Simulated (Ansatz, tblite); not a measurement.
AlAs: GFN1-xTB, run from Python

These are simulated results from tblite 0.8.0, not measurements. The cell was built from a prototype and was relaxed with r2SCAN in plane waves (Ansatz 0.2.0). Not every such cell is a known phase. All runs are without spin polarisation.

Space group F-43m (No. 216), cubic; a = 5.678 Å in the conventional setting, 22.88 Å³ an atom. Al has 4 As at 2.46 Å; As has 4 Al at 2.46 Å.

tblite solves periodic systems at the zone centre alone, so the script builds a cluster of 2×2×2 conventional cells (64 atoms), which folds in a coarse mesh of k points.

Input script:

```python
import json
from ase import Atoms
from ase.build import make_supercell
from ase.units import Bohr, GPa, Hartree
from tblite.interface import Calculator

atoms = Atoms(['Al', 'As'],
              cell=[[0.0, 2.838925, 2.838925], [2.838925, 0.0, 2.838925], [2.838925, 2.838925, 0.0]],
              scaled_positions=[[-0.0, 0.0, 0.0], [0.25, 0.25, 0.25]],
              pbc=True)
cluster = make_supercell(atoms, [[-2, 2, 2], [-2, -2, 2], [2, -2, 2]])
calc = Calculator('GFN1-xTB', cluster.numbers, cluster.positions / Bohr, lattice=cluster.cell[:] / Bohr, periodic=cluster.pbc)
calc.set('temperature', 0.02 / Hartree)
calc.set('max-iter', 150)
res = calc.singlepoint()
levels = res.get('orbital-energies') * Hartree
nv = round(res.get('orbital-occupations').sum() / 2)
cells = len(cluster) // len(atoms)
out = {'energy_per_cell': res.get('energy') * Hartree / cells, 'homo': levels[nv - 1], 'lumo': levels[nv],
       'stress': (-res.get('virial') * Hartree / cluster.get_volume() / GPa).tolist(), 'charges': res.get('charges')[:len(atoms)].tolist(), 'electrons': 2 * nv / cells}
json.dump(out, open('results.json', 'w'))
for key, value in out.items():
    print(key, value)
```

Command: `python run.py`. It took 6 s on 1 thread of Arm Neoverse V1, with other jobs on the host, peak memory 0.14 GiB.

Output:

```
------------------------------------------------------------
  cycle        total energy    energy error   density error
------------------------------------------------------------
      1     -118.9858571429  -1.1886634E+02   4.3539472E-01
      2     -116.7515393236   2.2343178E+00   3.7002311E-01
      3     -112.6902020580   4.0613373E+00   3.3453722E-01
      4     -119.5245849355  -6.8343829E+00   2.0862716E-02
      5     -119.5390759978  -1.4491062E-02   5.9270379E-03
      6     -119.5398393886  -7.6339081E-04   1.6779070E-03
      7     -119.5401707735  -3.3138495E-04   4.9235072E-04
      8     -119.5401977355  -2.6961973E-05   1.4099237E-04
      9     -119.5401995514  -1.8158473E-06   3.7164675E-06
     10     -119.5401995522  -8.2168583E-10   2.8302099E-06
------------------------------------------------------------

 total:                                   5.339 sec
energy_per_cell -101.65170360762954
homo -8.122473287020183
lumo -7.557222254064865
stress [[-3.5322051076258036, -1.6525780233895322e-08, 1.6525735393819055e-08], [-1.6525780521994365e-08, -3.532205107625718, 1.6525842103675252e-08], [1.6525734941943836e-08, 1.6525842308437265e-08, -3.5322051076257672]]
charges [-0.053057072343191736, 0.05305022316598368]
electrons 8.0
```

The cycle table is in hartree for the whole cluster, and the lines after it are in eV (the energy for one cell). The printed stress is in GPa and positive in compression, and the pressure is its mean diagonal.

GFN1-xTB gives a gap of 0.57 eV. On the same cell, plane-wave PBE (Ansatz, 8×8×8 k points and the special points) gives a gap of 1.46 eV and r2SCAN a gap of 1.81 eV; on shared hosts these took about 2.4 and 5.3 core-seconds on the 2-atom cell, against 6 for the script. Semilocal gaps usually lie below measured ones. xTB was fitted to molecules, so gaps, charges and pressures of solids can be far off, and the gap also depends on the size of the cluster.

The same script was run on cells scaled at fixed shape and fractional coordinates:

```csv
volume (Å³/atom),energy (meV/atom),"pressure (GPa, positive in compression)",gap (eV)
20.13,10.7,6.07,1.80
21.51,-14.8,0.30,1.50
22.88,0.0,-3.53,0.57
24.25,36.8,-3.72,0.00
25.63,78.1,-5.83,0.00
```

The pressure crosses zero near 21.6 Å³/atom, but the curve is too rough for a fit.

xTB was fitted mostly to molecules, and a small cluster samples few k points, so gaps, pressures and kinks along a curve can be far from a solid's.

Spin-orbit coupling is left out.
